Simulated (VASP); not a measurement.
# Yb (Fm-3m) in VASP: notebook, part 2 of 2

VASP 6.6.1.

## (3) Relaxation of cell and atoms, PBEsol

This run uses another cell than the first one, of 41.28 Å³/atom, 1.269 times its volume.

Contents of INCAR:

```
ALGO = Normal ; EDIFF = 1E-6
EDIFFG = -0.01 ; ENCUT = 600
GGA = PS ; IBRION = 2
ISIF = 3 ; ISMEAR = 0
LASPH = T ; LCHARG = F
LREAL = F ; LWAVE = F
NELM = 100 ; NSW = 50
PREC = Accurate ; SIGMA = 0.15
```

Contents of KPOINTS:

```
k-points
0
Gamma
  8 8 8
```

Contents of POSCAR:

```
Yb
1.0
    0.0000000000      2.7431000000      2.7431000000
    2.7431000000      0.0000000000      2.7431000000
    2.7431000000      2.7431000000      0.0000000000
Yb
1
Direct
    0.0000000000      0.0000000000      0.0000000000
```

Potentials or basis: VASP PAW PBE potentials, release 64 (Yb).

The run is started by

```console
> cat potpaw_PBE.64/Yb/POTCAR > POTCAR
> mpirun -np 1 vasp_std > vasp.out
```

OUTCAR:

```text
EDIFF = 1E-6
   EDIFFG = -0.01
   ENCUT = 600
   GGA = PS
   IBRION = 2
   ISIF = 3
   ISMEAR = 0
   LASPH = T
   LREAL = F
   NELM = 100
   NSW = 50
   PREC = Accurate

 ion  position               nearest neighbor table
   1  0.000  0.000  0.000-

  LATTYP: Found a face centered cubic cell.
 ALAT       =     5.4862000000

  Lattice vectors:

 A1 = (   0.0000000000,   2.7431000000,   2.7431000000)
 A2 = (   2.7431000000,   0.0000000000,   2.7431000000)
 A3 = (   2.7431000000,   2.7431000000,   0.0000000000)

Analysis of symmetry for initial positions (statically):
=====================================================================
 Subroutine PRICEL returns:
 Original cell was already a primitive cell.

 Routine SETGRP: Setting up the symmetry group for a
 face centered cubic supercell.

 Subroutine GETGRP returns: Found 48 space group operations
 (whereof 48 operations were pure point group operations)
 out of a pool of 48 trial point group operations.

The static configuration has the point symmetry O_h .

Analysis of symmetry for dynamics (positions and initial velocities):
=====================================================================
 Subroutine PRICEL returns:
 Original cell was already a primitive cell.

 Routine SETGRP: Setting up the symmetry group for a
 face centered cubic supercell.

 Subroutine GETGRP returns: Found 48 space group operations
[... 250 lines left out ...]
  free  energy   TOTEN  =        -3.9345335197 eV

  energy  without entropy=       -3.9222012143  energy(sigma->0) =       -3.92836737

 E-fermi :   1.7537     XC(G=0):  -9.9948

 val. band max:        1.7253186478   @ k =  -0.2500   0.5000   0.2500
 cond. band min:       1.8330103779   @ k =  -0.3750   0.3750   0.0000
 fundamental gap:      0.1076917301
 Fermi energy:         1.7536830123

 k-point     1 :       0.0000    0.0000    0.0000
  band No.  band energies     occupation
      1     -49.9033      2.00000
      2     -22.0150      2.00000
      3     -22.0150      2.00000
      4     -22.0150      2.00000
      5      -3.6296      2.00000
      6       1.2260      2.00000
[... 435 lines left out ...]
      5       0.7738      2.00000
      6       1.2550      2.00000
[... 8 lines left out ...]
     15       5.2854      0.00000
     16       7.9220      0.00000

 [... further k-points ...]

[... ionic steps 4 to 19 ...]

--------------------------------------- Ionic step       20  -------------------------------------------

 number of electron      23.9999995 magnetization

------------------------ aborting loop because EDIFF is reached ----------------------------------------
[... 65 lines left out ...]
--------------------------------------- Ionic step       22  -------------------------------------------

 number of electron      23.9999996 magnetization

 Free energy of the ion-electron system (eV)
  ---------------------------------------------------
  ext. energy  EPLUGINS =         0.00000000
  ---------------------------------------------------
  free energy    TOTEN  =        -3.93448341 eV

  energy without entropy =       -3.92221192  energy(sigma->0) =       -3.92834767

 E-fermi :   1.7707     XC(G=0): -10.0219

 val. band max:        1.7420125853   @ k =  -0.2500   0.5000   0.2500
 cond. band min:       1.8504947417   @ k =  -0.3750   0.3750   0.0000
 fundamental gap:      0.1084821564
 Fermi energy:         1.7706754022

 k-point     1 :       0.0000    0.0000    0.0000
  band No.  band energies     occupation
      1     -49.8801      2.00000
      2     -21.9873      2.00000
      3     -21.9873      2.00000
      4     -21.9873      2.00000
      5      -3.6228      2.00000
      6       1.2416      2.00000
[... 475 lines left out ...]
  FREE ENERGIE OF THE ION-ELECTRON SYSTEM (eV)
  ---------------------------------------------------
  free  energy   TOTEN  =        -3.9344834129 eV

  energy  without entropy=       -3.9222119216  energy(sigma->0) =       -3.92834767

 reached required accuracy - stopping structural energy minimisation
```

CONTCAR:

```text
Yb
   1.00000000000000
     0.0000000000000000    2.5333015122864495    2.5333015122864495
     2.5333015122864495   -0.0000000000000000    2.5333015122864495
     2.5333015122864495    2.5333015122864495   -0.0000000000000000
  Yb
     1
Direct
     1.0000000000000000    0.0000000000000000    0.0000000000000000

  0.00000000E+00  0.00000000E+00  0.00000000E+00
```

It took 12 min on 1 thread of AMD EPYC 7R13 (Zen 3), shared host; peak memory 0.18 GiB.

What came out:

```
Free energy                            : -3.9345 eV
Relaxed volume                         : 32.52 Å³/atom
Relaxed cell                           : a = 3.583 Å, b = 3.583 Å, c = 3.583 Å, α = 60.00°, β = 60.00°, γ = 60.00°
Space group after relaxing (to 0.05 Å) : Fm-3m (No. 225)
Energy gained by relaxing              : 121.9 meV/atom
Ionic steps                            : 22
Pressure after relaxing                : 0.0 GPa
Band gap on the k mesh                 : none (metal or under the smearing width)
```

The path:
```
step  energy change (eV)  largest force (eV/Å)  pressure (GPa)  volume (Å³)
   1              0.0000                0.0000           -4.23        41.28
   2             -0.1053                0.0000           -1.31        35.11
   3             -0.1219                0.0000            0.55        32.48
   4             -0.1198                0.0000           -1.19        33.20
   5             -0.1215                0.0000           -1.67        32.70
   6             -0.1222                0.0000           -0.26        32.16
   7             -0.1221                0.0000            1.59        32.06
   8             -0.1222                0.0000            0.07        32.15
   9             -0.1222                0.0000           -0.09        32.22
  10             -0.1222                0.0000            0.78        32.17
  11             -0.1222                0.0000            5.64        32.21
  12             -0.1222                0.0000           -0.37        32.22
  13             -0.1222                0.0000            0.12        32.22
  14             -0.1221                0.0000           -0.11        32.25
  15             -0.1221                0.0000            0.05        32.24
  16             -0.1221                0.0000            0.34        32.24
  17             -0.1221                0.0000            1.27        32.25
  18             -0.1221                0.0000           -0.09        32.25
  19             -0.1221                0.0000            0.18        32.25
  20             -0.1221                0.0000            0.28        32.28
  21             -0.1221                0.0000            1.81        32.36
  22             -0.1219                0.0000           -0.04        32.52
```

Final structure:
```cif
data_structure
_symmetry_space_group_name_H-M 'P 1'
_symmetry_Int_Tables_number 1
_cell_length_a 3.5826
_cell_length_b 3.5826
_cell_length_c 3.5826
_cell_angle_alpha 60.000
_cell_angle_beta 60.000
_cell_angle_gamma 60.000
_cell_volume 32.52
loop_
_atom_site_label
_atom_site_type_symbol
_atom_site_fract_x
_atom_site_fract_y
_atom_site_fract_z
_atom_site_occupancy
Yb1 Yb 0.00000 0.00000 0.00000 1
```

Caveat: the volume moved by over 15 % at a fixed basis, so the end points are rough; the PAW data sets were made with another functional, which shifts forces and pressure a little; the volume moved by -21 % from the deposited cell, more than functionals usually miss.
